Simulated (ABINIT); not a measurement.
Crystal: ZnS (Wurtzite-2H).

```
CELL_PARAMETERS angstrom
3.81100 0.00000 0.00000
-1.90550 3.30042 0.00000
0.00000 0.00000 6.23400
ATOMIC_POSITIONS crystal
Zn 0.66667 0.33333 0.50000
Zn 0.33333 0.66667 0.00000
S 0.66667 0.33333 0.88500
S 0.33333 0.66667 0.38500
```

Base run:

| Property | Result |
| --- | --- |
| Program | ABINIT 10.8.3 (patched build) |
| Functional | PBE |
| Potentials or basis | PseudoDojo NC SR PBE v0.4.1 standard |
| Cutoff | 1143 eV |
| k mesh | 6 × 6 × 4 |
| Occupations | fermi-dirac, width 0.05 eV |
| Spin | no spin polarisation |

Its results: band gap on the k mesh 2.25 eV, direct; largest force 0.322 eV/Å.

Problem. The run is repeated on the same cell with these changes: functional from PBE to LDA; potentials or basis from PseudoDojo NC SR PBE v0.4.1 standard to PseudoDojo NC SR LDA v0.4.1 standard; cutoff from 1143 eV to 816 eV. What comes out?

Solution. Band gap on the k mesh 1.98 eV, direct; largest force 0.295 eV/Å.

